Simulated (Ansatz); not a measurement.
Molecular dynamics on a 2×2×1 supercell (12 atoms) of HfS2 (P-3m1), relaxed with r2SCAN+rVV10. Forces come from PBE in Ansatz: a Langevin thermostat at fixed volume, 200 K, steps of 1.5 fs. Spin polarisation is off, nuclei are classical, and the run is far too short for thermal averages.

```yaml
crystal:
  lattice:
    - [7.2604900856, 0.0, 0.0]
    - [-3.6302450428, 6.287768858, 0.0]
    - [0.0, 0.0, 5.8787063126]
  atoms:
    - { symbol: Hf, position: [0.0, 0.0, 0.0] }
    - { symbol: S, position: [0.3333333333, 0.1666666667, 0.7553800783] }
    - { symbol: S, position: [0.1666666667, 0.3333333333, 0.2446199217] }
    - { symbol: Hf, position: [0.0, 0.5, 0.0] }
    - { symbol: S, position: [0.3333333333, 0.6666666667, 0.7553800783] }
    - { symbol: S, position: [0.1666666667, 0.8333333333, 0.2446199217] }
    - { symbol: Hf, position: [0.5, 0.0, 0.0] }
    - { symbol: S, position: [0.8333333333, 0.1666666667, 0.7553800783] }
    - { symbol: S, position: [0.6666666667, 0.3333333333, 0.2446199217] }
    - { symbol: Hf, position: [0.5, 0.5, 0.0] }
    - { symbol: S, position: [0.8333333333, 0.6666666667, 0.7553800783] }
    - { symbol: S, position: [0.6666666667, 0.8333333333, 0.2446199217] }
kpoints:
  mp_grid: { grid: [3, 3, 2] }
hamiltonian:
  xc: pbe
scf:
  occupations: { method: fermi_dirac, width: 0.02 }
md:
  ensemble: nvt_langevin
  temperature: 200
  timestep: 1.5
  n_steps: 20
  initial_velocities: maxwell_boltzmann
  seed: 5325
```

Run as `ansatz run input.yaml --threads 4 --pin off --max-ram 5529MiB --backend cpu --events-out ev --progress --plain --runs-dir out`. It took 94 s on 4 threads of Arm Neoverse V2, on a shared host, load about 0.7 per core; peak host memory 0.93 GiB.

```csv
step,t (fs),T (K),free energy F from step 0 (meV/atom),kinetic energy (meV/atom),largest force (eV/Å)
0,0,183,0.0,23.7,0.11
1,1.5,182,0.1,23.6,0.17
2,3,184,0.4,23.8,0.23
3,4.5,212,0.9,27.4,0.31
4,6,193,1.6,24.9,0.40
5,7.5,179,2.4,23.1,0.48
6,9,175,3.4,22.7,0.56
7,10.5,165,4.6,21.3,0.64
8,12,167,5.7,21.6,0.69
9,13.5,177,7.0,22.9,0.74
10,15,163,8.4,21.1,0.79
11,16.5,163,9.8,21.1,0.83
12,18,156,11.3,20.1,0.87
13,19.5,157,12.7,20.3,0.89
14,21,147,14.2,19.0,0.92
15,22.5,137,15.7,17.7,0.94
16,24,124,17.0,16.1,0.96
17,25.5,110,18.2,14.2,0.96
18,27,107,19.2,13.8,0.96
19,28.5,92,20.0,11.9,0.94
20,30,82,20.6,10.6,0.95
```

The temperature goes from 183 K to 82 K in 30 fs. The thermostat hasn't had time to restore it. The atoms start on their lattice sites with kinetic energy alone, so much of it first passes into potential energy. By the last step the atoms have moved 0.07 Å in the root mean square, the drift of the whole cell taken out, 0.11 Å at most.

Positions (Å) and forces (eV/Å) at step 20:
```
Hf   0.036   0.001   0.030     0.048   0.182  -0.145
S    1.775   1.086   4.339     0.048  -0.174   0.787
S    0.072   2.063   1.439    -0.503   0.367  -0.024
Hf  -1.865   3.103  -0.025     0.766   0.539   0.173
S    0.011   4.267   4.378    -0.156  -0.255   0.607
S   -1.818   5.310   1.458     0.037  -0.524  -0.068
Hf   3.648   0.013   0.028    -0.371  -0.515  -0.064
S    5.399   1.031   4.496     0.450   0.216  -0.662
S    3.640   2.142   1.418    -0.104  -0.031   0.426
Hf   1.810   3.156  -0.033    -0.670  -0.068   0.077
S    3.589   4.147   4.475     0.535   0.484  -0.573
S    1.809   5.283   1.509    -0.080  -0.220  -0.533
```
